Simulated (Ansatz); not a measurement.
TiAl$_{3}$: hydrostatic pressure series

Computed with Ansatz 0.2.0, DFT PBEsol, scalar-relativistic, plane waves, PAW. Settings: 420 eV cutoff, 16×16×16 k-mesh, Gaussian smearing of 0.10 eV, no spin polarisation.

The relaxed crystal:

```
CELL_PARAMETERS angstrom
-1.90777 1.90777 4.27700
1.90777 -1.90777 4.27700
1.90777 1.90777 -4.27700
ATOMIC_POSITIONS crystal
Ti 0.00000 0.00000 0.00000
Al 0.50000 0.50000 0.00000
Al 0.75000 0.25000 0.50000
Al 0.25000 0.75000 0.50000
```

Cell and atoms are relaxed at each pressure within the symmetry of the start, at zero temperature, so transitions that lower the symmetry aren't seen. The k-mesh given is that at zero pressure and may differ at others. a, b and c are the lengths of the cell vectors above.

```csv
P (GPa),V (Å³/atom),V/V0,a (Å),b (Å),c (Å)
-1,15.71,1.009,5.072,5.072,5.072
0,15.57,1.000,5.057,5.057,5.057
1,15.43,0.991,5.042,5.042,5.042
4,15.05,0.967,4.998,4.998,4.998
12,14.23,0.914,4.904,4.904,4.904
25,13.23,0.850,4.785,4.785,4.785
50,11.94,0.767,4.622,4.622,4.622
90,10.63,0.683,4.446,4.446,4.446
```

(1) What bulk modulus and pressure derivative fit these points?

## Answers

(1) A third-order Birch–Murnaghan fit gives B0 = 113 GPa and B0' = 3.9.